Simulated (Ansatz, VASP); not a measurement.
This is a calculation of Pd for Ansatz 0.2.0.

Contents of input.yaml:

```yaml
crystal:
  lattice:
    - [0.0, 1.9201927211, 1.9201927211]
    - [1.9201927211, 0.0, 1.9201927211]
    - [1.9201927211, 1.9201927211, 0.0]
  atoms:
    - { symbol: Pd, position: [0.0, 0.0, 0.0] }
hamiltonian:
  xc: pbe
  pseudopotentials: { kind: paw, azcp: { folder: soft_1 } }
kpoints:
  mp_grid: { grid: [12, 12, 12] }
scf:
  occupations: { method: fermi_dirac, width: 0.05 }
output:
  forces: true
  stress: true
  eigenvalues: true
```

Potentials or basis: Ansatz PAW soft_1.

Launch:

```console
$ ansatz run input.yaml --threads 1 --pin off --max-ram 3584MiB --backend cpu --events-out ev --progress --plain --runs-dir out
```

**Question.** Translate it to VASP 6.6.1. Potentials there: VASP PAW PBE potentials, release 64 (Pd).

**Answer.** As run (the cutoff follows the program's own potentials):

The input INCAR:

```
SYSTEM = Pd
PREC = Accurate ; ENCUT = 520
EDIFF = 1E-6 ; ISMEAR = -1
SIGMA = 0.05 ; LREAL = .FALSE.
LASPH = .TRUE. ; NELM = 60
ALGO = Fast ; ISIF = 2
LWAVE = .FALSE. ; LCHARG = .FALSE.
GGA = PE ; NBANDS = 11
```

KPOINTS

```
Automatic mesh
0
G
  12 12 12
  0 0 0
```

The input POSCAR:

```
Pd
1.0
    0.0000000000      1.9201927211      1.9201927211
    1.9201927211      0.0000000000      1.9201927211
    1.9201927211      1.9201927211      0.0000000000
Pd
1
Direct
    0.0000000000      0.0000000000      0.0000000000
```

Potentials or basis: VASP PAW PBE potentials, release 64 (Pd).

The run is started by

```sh
$ cat potpaw_PBE.64/Pd/POTCAR > POTCAR
$ mpirun -np 1 vasp_std > vasp.out
```

Both were run:

|  | VASP | Ansatz | Ansatz less VASP |
| --- | --- | --- | --- |
| gap on the k mesh at the Fermi level (eV) | none | none | - |
| pressure (GPa) | 15.9 | 16.2 | +0.36 |

A gap of «none» marks a metal or a gap that the smearing closes. The functional is the same, so the differences come from potentials, cutoffs and numerics. The two sets of potentials don't hold the same shells in valence.

Caveats: so large a pressure means that the cell lies far from this level's equilibrium, or that cutoff or potentials fall short (VASP).
